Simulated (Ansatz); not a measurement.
# Ge (I4_1/amd) in Ansatz: reference runs

How does Ge come out in PBEsol? The cell is run as given and disturbed.

All numbers are computed with Ansatz 0.2.0; they aren't measurements. Logs are shortened: lines on timing, memory, paths and dates and some standing lists are left out, and cuts for length are marked.

**1. Starting point**

It takes space group I4_1/amd (No. 141, tetragonal). The conventional cell has a = 5.149 Å, b = 5.149 Å, c = 2.795 Å, α = 90.00°, β = 90.00°, γ = 90.00°. Ge (site symmetry -4m2) has 6 Ge at 2.67 to 2.79 Å as nearest neighbours.

This isn't the form of Ge at room conditions, which is diamond.

**2. Single point, PBEsol**

File input.yaml:

```yaml
crystal:
  lattice:
    - [-2.574489719, 2.574489719, 1.3974126432]
    - [2.574489719, -2.574489719, 1.3974126432]
    - [2.574489719, 2.574489719, -1.3974126432]
  atoms:
    - { symbol: Ge, position: [0.5, 0.5, 0.0] }
    - { symbol: Ge, position: [0.25, 0.75, 0.5] }
kpoints:
  mp_grid: { grid: [11, 11, 11] }
scf:
  occupations: { method: fermi_dirac, width: 0.05 }
hamiltonian:
  xc: pbesol
  pseudopotentials: { kind: all_electron, lapw: { basis_error: 0.001 } }
output:
  forces: true
  stress: true
  eigenvalues: true
  populations: true
```

Potentials or basis: all-electron LAPW, scalar-relativistic.

Launch:

```sh
$ ansatz run input.yaml --threads 1 --pin off --max-ram 3072MiB --backend cpu --events-out ev --progress --plain --runs-dir out
```

What it wrote:

```text
Warning: RAYON_NUM_THREADS=1 ignored (pool sized by the plan → 1); use --threads N
Ge: projections on atomic orbitals take those of the free atom 1s2 2s2 2p6 3s2 3p6 3d10 4s2 4p2, of charge +0.00 (hamiltonian.pseudopotentials.projection_atoms)
LAPW: plane waves up to 8.174 Å⁻¹, error target 1.0e-3 eV per atom; small_component_spin mean_spin; Ge in spheres of 1.334 Å, 22 of its electrons in bands, Dirac shells [] (how accurate: hamiltonian.pseudopotentials.lapw.basis_error, Limitations)
Engine: ansatz 0.2.0, x86_64-unknown-linux-gnu
Pseudopotentials: kind: all_electron
Pseudopotential: Ge, LAPW, valence charge 22, lapw/all_electron/scalar/gaussian/Ge, Koelling and Harmon's equation, gaussian nucleus
Functional definition: PBEsol
  exchange = pbesol_x
  correlation = pbesol_c
Crystal: 2 atoms, lattice volume = 37.048 Å³
Basis set: ecut = 254.57279386971558 eV, 343 PW (Γ), FFT grids on a1+a2, a2, a3, exchange–correlation at level 2
Bands: 27, of which v1, the nominal top of the filled ones, is band 22 counted from 1 (21 counted from 0)
Symmetry: 16 space group operations
Space group: I41/amd (ITA 141), of the structure as read, at distance tolerance 3.3e-5 Å
k-points: 126 of 1331
Non-local potential: Ge, projectors of the file, none
Initial density: superposition of atomic densities (chi_scale 0.1, normalization cell)
Initial wavefunctions: plane waves of lowest kinetic energy (no species holds an atomic orbital)
Functional: x = pbesol(κ = 0.804, μ = 0.12345679012345678), c = pbesol(β = 0.046)
iter 1 solved again at ethr=8.73e-5 eV; its pass at ethr=1.00e-1 eV (dr2=3.84e-2 eV) is discarded
SCF iter   1: F=—  HF=-114149.378812 eV  |F-HF|=—  |Δ(HF+E_count)|=         —  Δρ=1.34e-2  dr2=3.85e-2  ethr=8.73e-5  ⟨swp⟩=3.0  Hψ=22642  notcnv=0
preconditioner: auto → Kerker (q_TF=auto, 2.808 Å⁻¹)  [metal: Δε(μ)=0.035 eV  Ē_g=24.182 eV  σ=0.050 eV  W_gap=0.17  n_scr=16 (ndim 8)  ℏωp=32.3 eV  f_vac=0.000  D(μ)=1.03/eV (n_scr^D=4)]
SCF iter   2: F=—  HF=-114149.353595 eV  |F-HF|=—  |Δ(HF+E_count)|=   2.52e-2  Δρ=8.87e-3  dr2=1.96e-2  ethr=8.73e-5  ⟨swp⟩=2.0  Hψ=10140  notcnv=0
SCF iter   3: F=—  HF=-114149.350866 eV  |F-HF|=—  |Δ(HF+E_count)|=   2.73e-3  Δρ=5.34e-3  dr2=7.84e-3  ethr=4.47e-5  ⟨swp⟩=2.0  Hψ=9854  notcnv=0
SCF iter   4: F=—  HF=-114149.350513 eV  |F-HF|=—  |Δ(HF+E_count)|=   3.53e-4  Δρ=1.81e-3  dr2=1.19e-3  ethr=1.78e-5  ⟨swp⟩=2.0  Hψ=9858  notcnv=0
iter 5 solved again at ethr=8.81e-8 eV; its pass at ethr=2.69e-6 eV (dr2=3.87e-5 eV) is discarded
SCF iter   5: F=—  HF=-114149.350346 eV  |F-HF|=—  |Δ(HF+E_count)|=   1.68e-4  Δρ=2.93e-4  dr2=3.88e-5  ethr=8.81e-8  ⟨swp⟩=2.0  Hψ=16810  notcnv=0
SCF iter   6: F=—  HF=-114149.350347 eV  |F-HF|=—  |Δ(HF+E_count)|=   1.09e-6  Δρ=1.00e-4  dr2=4.33e-6  ethr=8.81e-8  ⟨swp⟩=2.0  Hψ=9854  notcnv=0
SCF iter   7: F=-114149.350347 eV  HF=-114149.350347 eV  |F-HF|=1.55e-8  |Δ(HF+E_count)|=   6.59e-7  Δρ=1.60e-5  dr2=7.29e-8  ethr=9.85e-9  ⟨swp⟩=2.0  Hψ=9854  notcnv=0
SCF 1 converged in 7 iterations: F = -114149.350347 eV  dr2 = 7.29e-8
SCF converged after 7 iterations
Free energy (F): -114149.350347 eV
Harris-Foulkes:  -114149.350347 eV  (|F-HF|=1.55e-8)
Internal energy: -114149.342308 eV  (E = F + TS)
E sigma→0 (E₀):  -114149.346328 eV
Entropy (-TS):   -0.008039 eV (-4.020 meV/atom)
Fermi energy:    12.786888 eV
--- Per-component energies (eV) ---
  E_band       = -1953.511196
  E_kinetic    = 116530.655566
  E_xc         = -4255.968457
  E_electrostatic = -226424.029417  (all electrons and nuclei)
  E_smearing   = -0.008039  (= −TS)
  E_closure    = 0.000000  (closes the sum)
  E_atoms      = -114139.838039  (free atoms, spherical and without spin; not in F)
  Σ components = -114149.350347   (vs F -114149.350347, Δ=0.00e0)
  Basis errors (estimates in eV, not in F): energy 3.3e-4 per atom: plane waves 3.1e-4 (1.7e-4 summed), levels above the bands 1.1e-72, relativity 5.9e-9, radial functions 2.0e-5, core shells 2.7e-11; eigenvalues (radial functions only) 4.5e-6; not estimated: angular momenta, meshes, grids; target (lapw.basis_error) 1.0e-3; muffin-tin radii Ge 1.334 Å
--- Forces (eV/Å), atoms counted from 1 ---
  atom   1  Ge    -0.00000000    -0.00000000     0.00000000
  atom   2  Ge    -0.00000000    -0.00000000     0.00000000
  max |Σ_I F_I| component: 3.04e-18 eV/Å
--- Stress (GPa, compression-positive) ---
       -0.483971       0.000000      -0.000000
        0.000000      -0.483971      -0.000000
       -0.000000      -0.000000      -0.746744
  P = ⅓ Tr σ = -0.5716 GPa (-5.716 kbar)
--- Band table (eV; the first three rows and the last of 126) ---
  k-point 0: bands = ["-150.5337", "-150.5332", "-97.8549", "-97.8548", "-97.8383", "-97.8383", "-97.8344", "-97.8344", "-11.9573", "-11.9125", "-11.8825", "-11.8803", "-11.7750", "-11.7750", "-11.7686", "-11.7686", "-11.7071", "-11.6400", "-0.5470", "8.6982", "10.4271", "10.4271", "15.9970", "20.3575", "20.3575", "20.9131", "21.1229"]
  k-point 1: bands = ["-150.5337", "-150.5332", "-97.8549", "-97.8548", "-97.8382", "-97.8382", "-97.8345", "-97.8345", "-11.9529", "-11.9134", "-11.8829", "-11.8785", "-11.7769", "-11.7727", "-11.7674", "-11.7669", "-11.7098", "-11.6446", "-0.4557", "7.8851", "10.5273", "11.0250", "16.4724", "19.3669", "19.8586", "21.0315", "21.1945"]
  k-point 2: bands = ["-150.5337", "-150.5332", "-97.8549", "-97.8548", "-97.8380", "-97.8380", "-97.8347", "-97.8347", "-11.9400", "-11.9154", "-11.8897", "-11.8669", "-11.7830", "-11.7669", "-11.7646", "-11.7621", "-11.7176", "-11.6576", "-0.1818", "6.5224", "10.8267", "11.8400", "17.7991", "17.9163", "18.7520", "20.8106", "21.0715"]
  k-point 125: bands = ["-150.5335", "-150.5334", "-97.8548", "-97.8548", "-97.8386", "-97.8385", "-97.8342", "-97.8341", "-11.9186", "-11.9182", "-11.8027", "-11.7914", "-11.7814", "-11.7777", "-11.7720", "-11.7649", "-11.7648", "-11.7625", "3.5981", "3.9326", "6.8860", "7.2235", "18.9471", "18.9561", "23.2663", "23.6491", "27.9218"]
--- Löwdin populations: 2 sites ---
  site symbol       q [e]
     0     Ge     31.9744
     1     Ge     31.9744
  spilling = 0.000799 (of n_electrons = 64.000000)
```

Run time: 23 s. Hardware: 1 thread of Intel Xeon Platinum 8375C at 2.90GHz (Ice Lake), shared host; peak memory 0.47 GiB.

Results:

```yaml
Free_energy: -114149.3503 eV
Pressure: -0.6 GPa
Band_gap_on_the_k_mesh: none (metal or under the smearing width)
```

**3. Single point, PBEsol (atoms moved at random, drawn with an rms of 0.05 Å)**

input.yaml: that of step 2 with these lines changed.

```diff
@@ -6,4 +6,4 @@
   atoms:
-    - { symbol: Ge, position: [0.5, 0.5, 0.0] }
-    - { symbol: Ge, position: [0.25, 0.75, 0.5] }
+    - { symbol: Ge, position: [0.478934, 0.474351, -0.006719] }
+    - { symbol: Ge, position: [0.245043, 0.742521, 0.506913] }
 kpoints:
```

Potentials or basis: all-electron LAPW, scalar-relativistic.

Launch:

```sh
$ ansatz run input.yaml --threads 1 --pin off --max-ram 3072MiB --backend cpu --events-out ev --progress --plain --runs-dir out
```

Run time: 1.9 min. Hardware: 1 thread of Intel Xeon Platinum 8375C at 2.90GHz (Ice Lake), shared host; peak memory 1.3 GiB.

It converged, with:

```yaml
Free_energy: -114149.3454 eV
Pressure: -0.5 GPa
Largest_force: 0.185 eV/Å
Band_gap_on_the_k_mesh: none (metal or under the smearing width)
```

Forces in eV/Å, atoms in the order of the input:
```
Ge   0.155  0.099  0.020
Ge  -0.155 -0.099 -0.020
```

Stress tensor (GPa, compression positive):
```
 0.03 -0.02  0.31
-0.02 -0.76 -0.20
 0.31 -0.20 -0.80
```

Levels at points of the mesh, in eV from the Fermi level:
| k point | band 19 | band 20 | band 21 | band 22 | band 23 | band 24 | band 25 | band 26 |
| --- | --- | --- | --- | --- | --- | --- | --- | --- |
| (0.00, 0.00, 0.00) | -13.33 | -4.08 | -2.37 | -2.34 | 3.20 | 7.55 | 7.62 | 8.13 |
